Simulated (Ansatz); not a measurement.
Crystal: MoS2.

```
CELL_PARAMETERS angstrom
3.22746 0.00000 0.00000
-1.61373 2.79507 0.00000
0.00000 0.00000 6.31247
ATOMIC_POSITIONS crystal
Mo 0.00000 0.00000 0.50000
S 0.66667 0.33333 0.74468
S 0.33333 0.66667 0.25532
```

Measurements of this composition are mostly on another form, of space group No. 194.

Base run:

| Quantity | Value |
| --- | --- |
| Program | Ansatz 0.2.0 |
| Functional | revPBE |
| Potentials or basis | Ansatz PAW |
| Cutoff | 420 eV (not typed: the program's choice for these potentials) |
| k mesh | 9 × 9 × 4 |
| Occupations | fermi-dirac, width 0.05 eV |
| Spin | no spin polarisation |

Its results: band gap on the k mesh none (metal or under the smearing width); pressure 2.9 GPa; largest force 0.335 eV/Å.

**Question.** The run is repeated on the same cell with these changes: functional from revPBE to BLYP. What comes out?

**Answer.** Band gap on the k mesh none (metal or under the smearing width); pressure 7.8 GPa; largest force 0.660 eV/Å.

Caveats: this functional lacks dispersion, which binds the layers, so the pressure and a relaxed spacing across them are unreliable; the PAW data sets come from PBE, with cores solved anew for the run's functional, which leaves a small shift of forces and pressure.
